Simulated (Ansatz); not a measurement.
Set up this calculation in Ansatz 0.2.0, as the native input.

```yaml
Task: single point
Functional: HSE(alpha, omega)
Potentials_or_basis: all-electron PAW datasets made for the crystal
Cutoff: 340 eV (chosen from the basis error)
k_mesh: 4 × 4 × 4
Occupations: fermi-dirac, width 0.05 eV
Spin: no spin polarisation
Share_of_exact_exchange: 0.25
Screening_of_exact_exchange: 0.6 1/A
```

Crystal: CsH.

```xyz
2
Lattice="3.8184 0.0000 0.0000 0.0000 3.8184 0.0000 0.0000 0.0000 3.8184" Properties=species:S:1:pos:R:3 pbc="T T T"
Cs    0.0000    0.0000    0.0000
H     1.9092    1.9092    1.9092
```

The cell comes from a database or a generator and needn't be the stable form of this composition.

These files were run (other wordings do the same):

input.yaml

```yaml
crystal:
  lattice:
    - [3.81840854, 0.0, 0.0]
    - [0.0, 3.81840854, 0.0]
    - [0.0, 0.0, 3.81840854]
  atoms:
    - { symbol: Cs, position: [0.0, 0.0, 0.0] }
    - { symbol: H, position: [0.5, 0.5, 0.5] }
kpoints:
  mp_grid: { grid: [4, 4, 4] }
scf:
  occupations: { method: fermi_dirac, width: 0.05 }
hamiltonian:
  xc: { preset: hse06, exx: { coeff: 0.25, omega: 0.6 } }
  pseudopotentials: { kind: all_electron, datasets: crystal }
output:
  forces: true
  stress: true
```

Potentials or basis: all-electron PAW datasets made for the crystal.

The run is started by

```console
$ ansatz run input.yaml --threads 1 --pin off --max-ram 3072MiB --backend cpu --events-out ev --progress --plain --runs-dir out
```

Results of the run:

The pressure is 0.2 GPa and the band gap on the k mesh is 2.99 eV, indirect (least direct gap 3.05 eV).

Caveat: spin-orbit coupling is left out, which moves the levels of the heavy elements.

It took 65 s on 1 thread of Arm Neoverse V1, with other jobs on the host, peak memory 0.69 GiB.
